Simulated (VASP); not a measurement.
# Mn (P6/mmm) in VASP: further runs

One crystal, Mn, is run at these levels: PBEsol; tasks: single point, relaxation of cell and atoms.

All numbers are computed with VASP 6.6.1; they aren't measurements. Logs are shortened: lines on timing, memory, paths and dates and some standing lists are left out, and cuts for length are marked.

## 1. Starting point

Symmetry: P6/mmm, No. 191, hexagonal system. The conventional cell has a = 3.616 Å, b = 3.616 Å, c = 2.353 Å, α = 90.00°, β = 90.00°, γ = 120.00°. Around Mn (site symmetry -6m2) lie 5 Mn at 2.09 to 2.35 Å.

The cell was built by a generator and needn't be a form met in nature.

## 2. Single point, PBEsol

The input, INCAR:

```
PREC = Accurate ; ENCUT = 520
EDIFF = 1E-7 ; ISMEAR = 0
SIGMA = 0.1 ; LREAL = F
LASPH = T ; NELM = 100
ALGO = Normal ; ISIF = 2
LWAVE = F ; LCHARG = T
GGA = PS ; LELF = T
LVHAR = T ; NBANDS = 34
```

The input, KPOINTS:

```
regular mesh
0
Gamma
  6 6 4
```

The input, POSCAR:

```
Mn
1.0
    3.6155022466      0.0000000000      0.0000000000
   -1.8077511233      3.1311167930      0.0000000000
    0.0000000000      0.0000000000      4.7055386461
Mn
4
Direct
    0.3333333333      0.6666666667      0.4999671578
    0.6666666667      0.3333333333      0.9999671578
    0.6666666667      0.3333333333      0.5000328422
    0.3333333333      0.6666666667      0.0000328422
```

Potentials or basis: VASP PAW PBE potentials, release 64 (Mn_pv).

Started as:

```
$ cat potpaw_PBE.64/Mn_pv/POTCAR > POTCAR
$ mpirun -np 1 vasp_std > vasp.out
```

OUTCAR:

```text
PREC = Accurate
   ENCUT = 520
   EDIFF = 1E-7
   ISMEAR = 0
   LREAL = F
   LASPH = T
   NELM = 100
   ISIF = 2
   GGA = PS

 ion  position               nearest neighbor table
   1  0.333  0.667  0.500-   3 2.09   3 2.09   3 2.09   4 2.35   4 2.35   2 3.15   2 3.15   2 3.15
                             2 3.15   2 3.15   2 3.15
   2  0.667  0.333  1.000-   4 2.09   4 2.09   4 2.09   3 2.35   3 2.35   1 3.15   1 3.15   1 3.15
                             1 3.15   1 3.15   1 3.15
   3  0.667  0.333  0.500-   1 2.09   1 2.09   1 2.09   2 2.35   2 2.35   4 3.15   4 3.15   4 3.15
                             4 3.15   4 3.15   4 3.15
   4  0.333  0.667  0.000-   2 2.09   2 2.09   2 2.09   1 2.35   1 2.35   3 3.15   3 3.15   3 3.15
                             3 3.15   3 3.15   3 3.15

  LATTYP: Found a hexagonal cell.
 ALAT       =     3.6155022466
 C/A-ratio  =     1.3014896203

  Lattice vectors:

 A1 = (   3.6155022466,   0.0000000000,   0.0000000000)
 A2 = (  -1.8077511233,   3.1311167930,   0.0000000000)
 A3 = (   0.0000000000,   0.0000000000,   4.7055386461)

Analysis of symmetry for initial positions (statically):
=====================================================================
 Subroutine PRICEL returns:
 Original cell was already a primitive cell.

 Routine SETGRP: Setting up the symmetry group for a
 hexagonal supercell.

 Subroutine GETGRP returns: Found 24 space group operations
 (whereof 12 operations were pure point group operations)
 out of a pool of 24 trial point group operations.

The static configuration has the point symmetry D_3d.
 The point group associated with its full space group is D_6h.

Analysis of symmetry for dynamics (positions and initial velocities):
=====================================================================
 Subroutine PRICEL returns:
 Original cell was already a primitive cell.

 Routine SETGRP: Setting up the symmetry group for a
 hexagonal supercell.

 Subroutine GETGRP returns: Found 24 space group operations
 (whereof 12 operations were pure point group operations)
 out of a pool of 24 trial point group operations.

The dynamic configuration has the point symmetry D_3d.
 The point group associated with its full space group is D_6h.

 Subroutine INISYM returns: Found 24 space group operations
 (whereof 12 operations are pure point group operations),
 and found     1 'primitive' translations

----------------------------------------------------------------------------------------

                                     Primitive cell

  volume of cell :      53.2693

  direct lattice vectors                    reciprocal lattice vectors
     3.615502247  0.000000000  0.000000000     0.276586746  0.159687432  0.000000000
    -1.807751123  3.131116793  0.000000000     0.000000000  0.319374864  0.000000000
     0.000000000  0.000000000  4.705538646     0.000000000  0.000000000  0.212515522

  length of vectors
     3.615502247  3.615502247  4.705538646     0.319374864  0.319374864  0.212515522

  position of ions in fractional coordinates (direct lattice)
     0.333333333  0.666666667  0.499967158
     0.666666667  0.333333333  0.999967158
     0.666666667  0.333333333  0.500032842
     0.333333333  0.666666667  0.000032842

  ion indices of the primitive-cell ions
   primitive index   ion index
                 1           1
                 2           2
                 3           3
                 4           4

----------------------------------------------------------------------------------------

 KPOINTS: regular mesh

Automatic generation of k-mesh.
 Grid dimensions read from file:
 generate k-points for:    6    6    4

 Generating k-lattice:

  Cartesian coordinates                     Fractional coordinates (reciprocal lattice)
     0.046097791  0.026614572  0.000000000     0.166666667  0.000000000  0.000000000
     0.000000000  0.053229144  0.000000000     0.000000000  0.166666667  0.000000000
     0.000000000  0.000000000  0.053128880     0.000000000  0.000000000  0.250000000

  Length of vectors
     0.053229144  0.053229144  0.053128880

  Shift w.r.t. Gamma in fractional coordinates (k-lattice)
     0.000000000  0.000000000  0.000000000

 Subroutine IBZKPT returns following result:
 ===========================================

 Found     21 irreducible k-points:

 Following reciprocal coordinates:
            Coordinates               Weight
  0.000000  0.000000  0.000000      1.000000
  0.166667  0.000000  0.000000      6.000000
  0.333333  0.000000  0.000000      6.000000
  0.500000  0.000000  0.000000      3.000000
  0.166667  0.166667  0.000000      6.000000
  0.333333  0.166667  0.000000     12.000000
[... 13 lines left out ...]
  0.333333  0.166667  0.500000     12.000000
  0.333333  0.333333  0.500000      2.000000
   k-points           NKPTS =     21   k-points in BZ     NKDIM =     21   number of bands    NBANDS=     34
   number of dos      NEDOS =    301   number of ions     NIONS =      4
   total plane-waves  NPLWV =  28224
   dimension x,y,z NGX =    28 NGY =   28 NGZ =   36
   dimension x,y,z NGXF=    56 NGYF=   56 NGZF=   72
   ions per type =               4
   NGX,Y,Z   is equivalent  to a cutoff of  12.87, 12.87, 12.72 a.u.
   NGXF,Y,Z  is equivalent  to a cutoff of  25.75, 25.75, 25.44 a.u.
 SYSTEM =  unknown system
   PREC   = accura    normal or accurate (medium, high low for compatibility)
   ISTART =      0    job   : 0-new  1-cont  2-samecut
   ICHARG =      2    charge: 1-file 2-atom 10-const
   ISPIN  =      1    spin polarized calculation?
   LNONCOLLINEAR =      F non collinear calculations
   LSORBIT =      F    spin-orbit coupling
   LASPH  =      T    aspherical Exc in radial PAW
   ENCUT  =  520.0 eV  38.22 Ry    6.18 a.u.   6.72  6.72  8.75*2*pi/ulx,y,z
   NELM   =    100;   NELMIN=  2; NELMDL= -5     # of ELM steps
   EDIFF  = 0.1E-06   stopping-criterion for ELM
   LREAL  =      F    real-space projection
   EDIFFG = 0.1E-05   stopping-criterion for IOM
   NSW    =      0    number of steps for IOM
   IBRION =     -1    ionic relax: 0-MD 1-quasi-New 2-CG
   NFREE  =      0    steps in history (QN), initial steepest desc. (CG)
   ISIF   =      2    stress and relaxation
   ISYM   =      2    0-nonsym 1-usesym 2-fastsym
   POTIM  = 0.5000    time-step for ionic-motion
   TEBEG  =    0.0;   TEEND  =   0.0 temperature during run
   PSTRESS=    0.0 pullay stress
   NELECT =      52.0000    total number of electrons
   NUPDOWN=      -1.0000    fix difference up-down
   EMIN   =  10.00;   EMAX   =-10.00  energy-range for DOS
   EFERMI =   0.00;   METHOD = LEGACY
   ISMEAR =     0;   SIGMA  =   0.10  broadening in eV -4-tet -1-fermi 0-gaus
   EFERMI_NEDOS =   21; number of points for ismear=-14 and -15
   IALGO  =     38    algorithm
   IMIX   =      4    mixing-type and parameters
     AMIX     =   0.40;   BMIX     =  1.00
     AMIX_MAG =   1.60;   BMIX_MAG =  1.00
  volume/ion in A,a.u.               =      13.32        89.87
  Fermi-wavevector in a.u.,A,eV,Ry     =   1.623991  3.068897 35.883267  2.637346
  Thomas-Fermi vector in A             =   2.717350
   LORBIT       =      0    0 simple, 1 ext, 2 COOP (PROOUT), +10 PAW based schemes
   GGA     = PS    functional components
   LHFCALC =     F    Hartree Fock is set to
   AEXX    =    0.0000 exact exchange contribution
   IVDW    =     0    specifies the selected vdW correction
   LEPSILON=     F    determine dielectric tensor
   LRPA    =     F    only Hartree local field effects (RPA)
 non-spin polarized calculation
 Gauss-broadening in eV      SIGMA  =   0.10
  energy-cutoff  :      520.00
  volume of cell :       53.27
 maximum number of plane-waves:      1451
 NGX is ok and might be reduce to    28
   NGX = 13   NGY = 13   NGZ = 17

 number of electron      51.9999948 magnetization

 Free energy of the ion-electron system (eV)
  ---------------------------------------------------
  ext. energy  EPLUGINS =         0.00000000
  ---------------------------------------------------
  free energy    TOTEN  =       -34.44360868 eV

  energy without entropy =      -34.41398601  energy(sigma->0) =      -34.42879735

 E-fermi :   7.7662     XC(G=0): -12.5947

 val. band max:        7.7650217251   @ k =   0.1667   0.1667   0.5000
 cond. band min:       7.8142127642   @ k =   0.3333   0.3333   0.2500
 fundamental gap:      0.0491910391
 Fermi energy:         7.7661922350

 k-point     1 :       0.0000    0.0000    0.0000
  band No.  band energies     occupation
      1     -40.7789      2.00000
      2     -40.7789      2.00000
      3     -40.6916      2.00000
      4     -40.6916      2.00000
      5     -40.6492      2.00000
      6     -40.2646      2.00000
[... 26 lines left out ...]
     33       9.3587      0.00000
     34      10.7478      0.00000

 k-point     2 :       0.1667    0.0000    0.0000
  band No.  band energies     occupation
      1     -40.8074      2.00000
      2     -40.7241      2.00000
      3     -40.7186      2.00000
      4     -40.6375      2.00000
      5     -40.6266      2.00000
      6     -40.2874      2.00000
[... 26 lines left out ...]
     33       9.4341      0.00000
     34      10.6954      0.00000

 k-point     3 :       0.3333    0.0000    0.0000
  band No.  band energies     occupation
      1     -40.8604      2.00000
      2     -40.7691      2.00000
      3     -40.5917      2.00000
      4     -40.5682      2.00000
      5     -40.5066      2.00000
      6     -40.3462      2.00000
[... 26 lines left out ...]
     33      10.5567      0.00000
     34      11.0876      0.00000
[... 593 lines left out ...]
 k-point    20 :       0.3333    0.1667    0.5000
  band No.  band energies     occupation
      1     -40.8628      2.00000
      2     -40.8628      2.00000
      3     -40.4038      2.00000
      4     -40.4038      2.00000
      5     -40.1964      2.00000
      6     -40.1964      2.00000
[... 26 lines left out ...]
     33       9.7615      0.00000
     34       9.7615      0.00000

 k-point    21 :       0.3333    0.3333    0.5000
  band No.  band energies     occupation
      1     -40.8943      2.00000
      2     -40.8943      2.00000
      3     -40.1696      2.00000
      4     -40.1696      2.00000
      5     -40.1695      2.00000
      6     -40.1695      2.00000
[... 26 lines left out ...]
     33      10.5398      0.00000
     34      10.5455      0.00000

------------------------ aborting loop because EDIFF is reached ----------------------------------------

  FORCE on cell =-STRESS in cart. coord.  units (eV):
  Direction    XX          YY          ZZ          XY          YZ          ZX
  --------------------------------------------------------------------------------------
  -------------------------------------------------------------------------------------
  Total        0.3951572      0.3951572      0.0388256      0.0000000     -0.0000000      0.0000000
  in kB       11.8851097     11.8851097      1.1677538      0.0000000     -0.0000000      0.0000000
  external PRESSURE =       8.3126577 kB  Pullay stress =       0.0000000 kB

 VOLUME and BASIS-vectors are now :
 -----------------------------------------------------------------------------
  energy-cutoff  :      520.00
  volume of cell :       53.27
      direct lattice vectors                 reciprocal lattice vectors
     3.615502247  0.000000000  0.000000000     0.276586746  0.159687432  0.000000000
    -1.807751123  3.131116793  0.000000000     0.000000000  0.319374864  0.000000000
     0.000000000  0.000000000  4.705538646     0.000000000  0.000000000  0.212515522

 POSITION                                       TOTAL-FORCE (eV/Angst)
 -----------------------------------------------------------------------------------
     -0.00000      2.08741      2.35261        -0.000000      0.000000      0.000933
      1.80775      1.04371      4.70538         0.000000      0.000000      0.000933
      1.80775      1.04371      2.35292         0.000000     -0.000000     -0.000933
     -0.00000      2.08741      0.00015        -0.000000     -0.000000     -0.000933
 -----------------------------------------------------------------------------------
    total drift:                                0.000000      0.000000     -0.000000

  FREE ENERGIE OF THE ION-ELECTRON SYSTEM (eV)
  ---------------------------------------------------
  free  energy   TOTEN  =       -34.4436086795 eV

  energy  without entropy=      -34.4139860118  energy(sigma->0) =      -34.42879735
```

It took 31 s on 1 thread of AMD EPYC 7R13 (Zen 3), shared host; peak memory 0.14 GiB.

What came out:

```
Free energy            : -34.4436 eV
Pressure               : 0.8 GPa
Band gap on the k mesh : none (metal or under the smearing width)
```

Stress tensor (GPa, compression positive):
```
1.19 0.00 0.00
0.00 1.19 0.00
0.00 0.00 0.12
```

Caveat: the PAW data sets were made with another functional, which shifts forces and pressure a little; the run has no spin polarisation, though such a crystal can be magnetic. Spin polarisation is off, so any magnetic state and its effect on volume and gap are missing.

## 3. Relaxation of cell and atoms, PBEsol

This run uses another cell than the first one, of 13.25 Å³/atom, 0.995 times its volume.

The input, INCAR:

```
PREC = Accurate
ENCUT = 600
EDIFF = 1E-6
ISMEAR = 0
SIGMA = 0.1
LREAL = F
LASPH = T
NELM = 100
ALGO = Fast
ISIF = 3
LWAVE = F
LCHARG = F
GGA = PS
IBRION = 2
NSW = 90
EDIFFG = -0.04
```

The input, KPOINTS:

```
Automatic mesh
0
Gamma
  6 6 4
```

The input, POSCAR:

```
Mn
1.0
    3.3348014867      0.0000000000      0.0000000000
   -1.6674007433      2.8880228040      0.0000000000
    0.0000000000      0.0000000000      5.5024224530
Mn
4
Direct
    0.3333333333      0.6666666667      0.4375000000
    0.6666666667      0.3333333333      0.9375000000
    0.6666666667      0.3333333333      0.5625000000
    0.3333333333      0.6666666667      0.0625000000
```

Potentials or basis: VASP PAW PBE potentials, release 64 (Mn_pv).

Started as:

```
$ cat potpaw_PBE.64/Mn_pv/POTCAR > POTCAR
$ mpirun -np 1 vasp_std > vasp.out
```

Run time: 2.6 min. Hardware: 1 thread of AMD EPYC 7R13 (Zen 3), shared host; peak memory 0.17 GiB.

It converged, with:

* Free energy: -33.0542 eV
* Relaxed volume: 14.54 Å³/atom
* Relaxed cell: a = 3.446 Å, b = 3.446 Å, c = 5.655 Å, α = 90.00°, β = 90.00°, γ = 120.00°
* Space group after relaxing (to 0.05 Å): P6_3/mmc (No. 194)
* Energy gained by relaxing: 70.5 meV/atom
* Ionic steps: 5
* Pressure after relaxing: 0.0 GPa
* Largest force after relaxing: 0.004 eV/Å
* Band gap on the k mesh: none (metal or under the smearing width)

Forces in eV/Å, atoms in the order of the input:
```
Mn   0.000  0.000  0.004
Mn   0.000  0.000  0.004
Mn   0.000  0.000 -0.004
Mn   0.000  0.000 -0.004
```

Stress tensor (GPa, compression positive):
```
-0.03  0.00  0.00
 0.00 -0.03  0.00
 0.00  0.00  0.04
```

The path:
| step | energy change (eV) | largest force (eV/Å) | pressure (GPa) | volume (Å³) |
| --- | --- | --- | --- | --- |
| 1 | 0.0000 | 0.2296 | 18.51 | 52.99 |
| 2 | 0.1503 | 0.0809 | -15.16 | 65.62 |
| 3 | -0.2816 | 0.0505 | 0.17 | 58.09 |
| 4 | -0.2816 | 0.0462 | -0.08 | 58.19 |
| 5 | -0.2819 | 0.0039 | -0.01 | 58.17 |

Final structure:
```
CELL_PARAMETERS angstrom
3.44649 0.00000 0.00000
-1.72324 2.98475 0.00000
0.00000 0.00000 5.65493
ATOMIC_POSITIONS crystal
Mn 0.33333 0.66667 0.43621
Mn 0.66667 0.33333 0.93621
Mn 0.66667 0.33333 0.56379
Mn 0.33333 0.66667 0.06379
```

Levels at points of the mesh, in eV from the Fermi level:
| k point | band 24 | band 25 | band 26 | band 27 | band 28 | band 29 |
| --- | --- | --- | --- | --- | --- | --- |
| (0.00, 0.00, 0.00) | -1.42 | -0.54 | 0.13 | 0.13 | 0.44 | 0.85 |
| (0.50, 0.00, 0.00) | -0.72 | -0.22 | -0.17 | 0.14 | 0.95 | 1.04 |
| (0.00, 0.00, 0.50) | -1.64 | -0.56 | -0.56 | 0.65 | 0.65 | 0.65 |
| (0.50, 0.00, 0.50) | -1.34 | -0.60 | -0.60 | 0.72 | 0.72 | 1.78 |

Caveat: the k mesh is coarse (spacing up to 0.36 Å⁻¹), so the values aren't converged; the PAW data sets were made with another functional, which shifts forces and pressure a little; the run has no spin polarisation, though such a crystal can be magnetic. Spin polarisation is off, so any magnetic state and its effect on volume and gap are missing.
